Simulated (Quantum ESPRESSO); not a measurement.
# TiO2 (P4_2/mnm) in Quantum ESPRESSO: a series of runs, part 2 of 2

Quantum ESPRESSO 7.5.

## (3) Dielectric tensor, BLYP

Contents of pw.in:

```
&CONTROL
  calculation = 'scf'
  prefix = 'pwscf'
  outdir = './tmp'
  pseudo_dir = './pseudo'
  tprnfor = .true.
  tstress = .true.
  disk_io = 'low'
/
&SYSTEM
  ibrav = 0
  celldm(1) = 8
  nat = 6
  ntyp = 2
  ecutwfc = 84
  nbnd = 33
  input_dft = 'blyp'
  occupations = 'smearing'
  smearing = 'fd'
  degauss = 0.00367493
/
&ELECTRONS
  conv_thr = 1.2d-09
  electron_maxstep = 120
  mixing_beta = 0.5
/
ATOMIC_SPECIES
Ti    47.8670 Ti.upf
O     15.9990 O.upf
CELL_PARAMETERS alat
  1.0865540950003   0.0000000000000   0.0000000000000
  0.0000000000000   1.0865540950003   0.0000000000000
  0.0000000000000   0.0000000000000   0.6990128965849
ATOMIC_POSITIONS crystal
Ti     0.0000000000    0.0000000000    0.5000000000
Ti     0.5000000000    0.5000000000    0.0000000000
O      0.3043213200    0.3043213200    0.5000000000
O      0.1956786800    0.8043213200    0.0000000000
O      0.8043213200    0.1956786800    0.0000000000
O      0.6956786800    0.6956786800    0.5000000000
K_POINTS automatic
4 4 6 1 1 1
```

Contents of gamma.in:

```
&CONTROL
  calculation = 'bands'
  prefix = 'pwscf'
  outdir = './tmp'
  pseudo_dir = './pseudo'
  disk_io = 'low'
  verbosity = 'high'
/
&SYSTEM
  ibrav = 0
  celldm(1) = 8
  nat = 6
  ntyp = 2
  ecutwfc = 84
  nbnd = 33
  input_dft = 'blyp'
  occupations = 'smearing'
  smearing = 'fd'
  degauss = 0.00367493
/
&ELECTRONS
  conv_thr = 1d-08
  electron_maxstep = 120
  mixing_beta = 0.5
  diago_full_acc = .true.
  startingwfc = 'random'
/
ATOMIC_SPECIES
Ti    47.8670 Ti.upf
O     15.9990 O.upf
CELL_PARAMETERS alat
  1.0865540950003   0.0000000000000   0.0000000000000
  0.0000000000000   1.0865540950003   0.0000000000000
  0.0000000000000   0.0000000000000   0.6990128965849
ATOMIC_POSITIONS crystal
Ti     0.0000000000    0.0000000000    0.5000000000
Ti     0.5000000000    0.5000000000    0.0000000000
O      0.3043213200    0.3043213200    0.5000000000
O      0.1956786800    0.8043213200    0.0000000000
O      0.8043213200    0.1956786800    0.0000000000
O      0.6956786800    0.6956786800    0.5000000000
K_POINTS crystal
1
0.0 0.0 0.0 1
```

Contents of scf2.in:

```
&CONTROL
  calculation = 'scf'
  prefix = 'pwscf'
  outdir = './tmp'
  pseudo_dir = './pseudo'
  tprnfor = .true.
  tstress = .true.
  disk_io = 'low'
/
&SYSTEM
  ibrav = 0
  celldm(1) = 8
  nat = 6
  ntyp = 2
  ecutwfc = 84
  nbnd = 33
  input_dft = 'blyp'
  occupations = 'fixed'
/
&ELECTRONS
  conv_thr = 1d-13
  electron_maxstep = 120
  mixing_beta = 0.5
  startingpot = 'file'
/
ATOMIC_SPECIES
Ti    47.8670 Ti.upf
O     15.9990 O.upf
CELL_PARAMETERS alat
  1.0865540950003   0.0000000000000   0.0000000000000
  0.0000000000000   1.0865540950003   0.0000000000000
  0.0000000000000   0.0000000000000   0.6990128965849
ATOMIC_POSITIONS crystal
Ti     0.0000000000    0.0000000000    0.5000000000
Ti     0.5000000000    0.5000000000    0.0000000000
O      0.3043213200    0.3043213200    0.5000000000
O      0.1956786800    0.8043213200    0.0000000000
O      0.8043213200    0.1956786800    0.0000000000
O      0.6956786800    0.6956786800    0.5000000000
K_POINTS automatic
4 4 6 1 1 1
```

Contents of ph.in:

```
dielectric of TiO2
&INPUTPH
  prefix = 'pwscf'
  outdir = './tmp'
  tr2_ph = 1d-18
  fildyn = 'dyn'
  niter_ph = 90
  alpha_mix(1) = 0.7
  epsil = .true.
  trans = .false.
  zeu = .true.
/
0.0000000000 0.0000000000 0.0000000000
```

Potentials or basis: PseudoDojo 0.4.1 SR PBE standard.

Run with:

```console
$ OMP_NUM_THREADS=1 pw.x -in pw.in > pw.out
$ OMP_NUM_THREADS=1 pw.x -in gamma.in > gamma.out
$ OMP_NUM_THREADS=1 pw.x -in scf2.in > scf2.out
$ OMP_NUM_THREADS=1 ph.x -in ph.in > ph.out
```

pw.out:

```text
This program is part of the open-source Quantum ESPRESSO suite
     for quantum simulation of materials; please cite
         "P. Giannozzi et al., J. Phys.:Condens. Matter 21 395502 (2009);
         "P. Giannozzi et al., J. Phys.:Condens. Matter 29 465901 (2017);
         "P. Giannozzi et al., J. Chem. Phys. 152 154105 (2020);
     in publications or presentations arising from this work. More details at

     IMPORTANT: XC functional enforced from input :
     Exchange-correlation= BLYP
                           (   1   3   1   3   0   0   0)
     Any further DFT definition will be discarded
     Please, verify this is what you really want

     Message from routine setup:
     using ibrav=0 with symmetry is DISCOURAGED, use correct ibrav instead

     G-vector sticks info
     --------------------
     sticks:   dense  smooth     PW     G-vecs:    dense   smooth      PW
     Sum        2025    2025    577                43961    43961    6641

     Using Slab Decomposition

     bravais-lattice index     =            0
     lattice parameter (alat)  =       8.0000  a.u.
[... 260 lines left out ...]
    15.3996

     the Fermi energy is    10.3523 ev

!    total energy              =    -370.12884428 Ry
     estimated scf accuracy    <          2.3E-10 Ry
     smearing contrib. (-TS)   =      -0.00000000 Ry
     internal energy E=F+TS    =    -370.12884428 Ry

     The total energy is F=E-TS. E is the sum of the following terms:
     one-electron contribution =    -123.69315925 Ry
     hartree contribution      =      85.75819433 Ry
     xc contribution           =     -68.10625214 Ry
     ewald contribution        =    -264.08762723 Ry

     convergence has been achieved in  15 iterations

     Forces acting on atoms (cartesian axes, Ry/au):

     atom    1 type  1   force =     0.00000000    0.00000000    0.00000000
     atom    2 type  1   force =     0.00000000    0.00000000    0.00000000
     atom    3 type  2   force =    -0.00196560   -0.00196560    0.00000000
     atom    4 type  2   force =     0.00196560   -0.00196560   -0.00000000
     atom    5 type  2   force =    -0.00196560    0.00196560    0.00000000
     atom    6 type  2   force =     0.00196560    0.00196560   -0.00000000

     Total force =     0.005560     Total SCF correction =     0.000001

     Computing stress (Cartesian axis) and pressure

          total   stress  (Ry/bohr**3)                   (kbar)     P=      101.84
   0.00068023   0.00000000   0.00000000          100.06        0.00        0.00
   0.00000000   0.00068023   0.00000000            0.00      100.06        0.00
   0.00000000   0.00000000   0.00071635            0.00        0.00      105.38

=------------------------------------------------------------------------------=
   JOB DONE.
=------------------------------------------------------------------------------=
```

scf2.out:

```text
This program is part of the open-source Quantum ESPRESSO suite
     for quantum simulation of materials; please cite
         "P. Giannozzi et al., J. Phys.:Condens. Matter 21 395502 (2009);
         "P. Giannozzi et al., J. Phys.:Condens. Matter 29 465901 (2017);
         "P. Giannozzi et al., J. Chem. Phys. 152 154105 (2020);
[... 287 lines left out ...]
   0.00000000   0.00068013   0.00000000            0.00      100.05        0.00
   0.00000000   0.00000000   0.00071628            0.00        0.00      105.37

=------------------------------------------------------------------------------=
   JOB DONE.
=------------------------------------------------------------------------------=
```

It took 15 min on 1 thread of Intel Xeon at 2.50GHz (Skylake/Cascade Lake), shared host; peak memory 0.12 GiB.

Results:

| Item | Value |
| --- | --- |
| Free energy | -5035.8595 eV |
| Pressure | 10.2 GPa |
| Largest force | 0.071 eV/Å |
| Electronic dielectric tensor (diagonal) | 7.26, 7.26, 8.54 |
| Born charges (mean of the diagonal) | Ti +6.72; O -3.36 e |

Forces on the atoms (eV/Å):
```
Ti   0.000  0.000  0.000
Ti   0.000  0.000  0.000
O   -0.051 -0.051  0.000
O    0.051 -0.051  0.000
O   -0.051  0.051  0.000
O    0.051  0.051  0.000
```

Electronic dielectric tensor:
```
7.26 0.00 0.00
0.00 7.26 0.00
0.00 0.00 8.54
```

Born effective charge tensors (e):
atom 1, Ti
```
6.28 1.00 0.00
1.00 6.28 0.00
0.00 0.00 7.60
```
atom 2, Ti
```
 6.28 -1.00  0.00
-1.00  6.28  0.00
 0.00  0.00  7.60
```
atom 3, O
```
-3.14 -1.78  0.00
-1.78 -3.14  0.00
 0.00  0.00 -3.79
```
atom 4, O
```
-3.14  1.78  0.00
 1.78 -3.14  0.00
 0.00  0.00 -3.79
```
atom 5, O
```
-3.14  1.78  0.00
 1.78 -3.14  0.00
 0.00  0.00 -3.79
```
atom 6, O
```
-3.14 -1.78  0.00
-1.78 -3.14  0.00
 0.00  0.00 -3.79
```

Caveat: the potentials were made for another functional, which shifts forces and pressure; the cell is more than 3 GPa from zero pressure, which shifts response properties.
